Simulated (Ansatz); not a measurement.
MgB₂: what symmetry allows forces and stress to be

```yaml
crystal:
  lattice:
    - [3.08500, 0.00000, 0.00000]
    - [-1.54250, 2.67169, 0.00000]
    - [0.00000, 0.00000, 3.52300]
  atoms:
    - { symbol: Mg, position: [0.00000, 0.00000, 0.00000] }
    - { symbol: B, position: [0.33333, 0.66667, 0.50000] }
    - { symbol: B, position: [0.66667, 0.33333, 0.51277] }
```

Level of theory: DFT PBEsol, scalar-relativistic, plane waves, PAW in Ansatz.

Settings: cutoff 420 eV, Γ-centred mesh 15×15×10 on the computed 3-atom cell, Gaussian smearing of 0.10 eV; no spin polarisation.

This distorted cell has space group P3m1, with 6 operations.

Task: Without a calculation: in which directions can each atom feel a force?

Result: A force must be left unchanged by every operation that keeps its atom in place, so it lies in the space that those operations leave fixed. Atoms that the group maps onto each other feel forces of one size.
```csv
atom,site symmetry,operations at the site,equivalent to atom,allowed force (Cartesian)
Mg1,3m.,6,1,"along (0.00, 0.00, 1.00)"
B2,3m.,6,2,"along (0.00, 0.00, 1.00)"
B3,3m.,6,3,"along (0.00, 0.00, 1.00)"
```

That leaves 3 independent force components of 9, tied by 1 condition that the forces sum to zero, so 2 remain. A relaxation in this cell that keeps the symmetry moves the atoms in these directions alone.

Task: And the stress tensor?

Result: It must be invariant under the point group, which leaves 2 independent components: yz, xz, xy vanish; xx = yy.

Task: Do the computed values obey this?

Result: Yes. Forces (eV/Å):
```
Mg1  0.000  0.000  0.148
B2   0.000  0.000  0.341
B3   0.000  0.000 -0.489
```

Stress (GPa, compression positive, xx yy zz yz xz xy): -3.89 -3.89 -1.66 0.00 0.00 0.00. The program imposes the same operations on density, forces and stress, so this confirms the analysis and is no independent test of the calculation.